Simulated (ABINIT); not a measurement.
NaCl:

```xyz
2
Lattice="0.0000 2.7941 2.7941 2.7941 0.0000 2.7941 2.7941 2.7941 0.0000" Properties=species:S:1:pos:R:3 pbc="T T T"
Cl    2.7941    2.7941    2.7941
Na    0.0000    0.0000    0.0000
```

The cell is a database's computed one.

Base run:

| Quantity | Value |
| --- | --- |
| Program | ABINIT 10.8.3 (patched build) |
| Functional | RPBE |
| Potentials or basis | JTH PAW PBE v2.0 |
| Cutoff | 1088 eV |
| k mesh | 8 × 8 × 8 |
| Occupations | fermi-dirac, width 0.05 eV |
| Spin | no spin polarisation |

Its results: band gap on the k mesh 5.53 eV, direct; pressure 3.7 GPa.

Problem. After a change of settings the same cell gave: band gap on the k mesh 5.25 eV, direct; pressure 2.7 GPa. Which change was it?
A. functional from RPBE to AM05
B. functional from RPBE to PBEsol; k mesh from 8 × 8 × 8 to 10 × 10 × 10
C. functional from RPBE to revPBE
D. functional from RPBE to BLYP

Solution. D.

Caveats: the PAW data sets were made with another functional, which shifts forces and pressure a little.
